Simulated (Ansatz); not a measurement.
Runs of Ansatz 0.2.0 on ZrSe2. The structure is trigonal, space group P-3m1 (No. 164). The conventional cell has a = 3.798 Å, b = 3.798 Å, c = 6.192 Å, α = 90.00°, β = 90.00°, γ = 120.00°. Around Zr (site symmetry -3m) lie 6 Se at 2.68 Å. Se (site symmetry 3m) is surrounded by 3 Zr at 2.68 Å. 

| task | level | spin | cell | k mesh | cutoff (eV) | points for each segment of the path | gap on the mesh (eV) | pressure (GPa) | relaxed volume (Å³/atom) |
| --- | --- | --- | --- | --- | --- | --- | --- | --- | --- |
| relaxation of cell and atoms | revPBE+D4 | off | relaxed | 8 × 8 × 5 | 420 | - | 0.15 | 0.0 | (a) |
| relaxation of cell and atoms | PBEsol+D3(BJ) | off | relaxed | 8 × 8 × 5 | 420 | - | - | 0.0 | 22.61 |
| relaxation of cell and atoms | PBEsol+D4 | off | relaxed | 8 × 8 × 5 | 420 | - | - | 0.0 | 23.57 |
| band structure | r2SCAN | SOC, no magnetisation | as given | 6 × 6 × 4 | 500 | 14 | (b) | 1.5 | - |
| relaxation of cell and atoms | BLYP+D4 | off | relaxed | 8 × 8 × 5 | 420 | - | 0.29 | 0.0 | (c) |

Alike in all rows: potentials or basis Ansatz PAW; smearing fermi-dirac 0.05 eV.

**Question.** Fill in the values left out.

**Answer.** (a) 24.56; (b) 0.55; (c) 25.56.

Caveats: the PAW data sets come from PBE, with cores solved anew for the run's functional, which leaves a small shift of forces and pressure; the plane-wave basis is chosen anew once the cell has moved, so the energies of steps on either side of that aren't comparable (some runs); odd divisions of the mesh miss points on the zone boundary, where band edges often lie, so the gap on the mesh can be too wide (some runs); the volume moved by -12 % from the deposited cell, more than functionals usually miss (some runs).

A k mesh can miss the band edges, and rows without SOC leave out spin-orbit coupling on Se, Zr.

Runs at the PBE level aren't shown here.
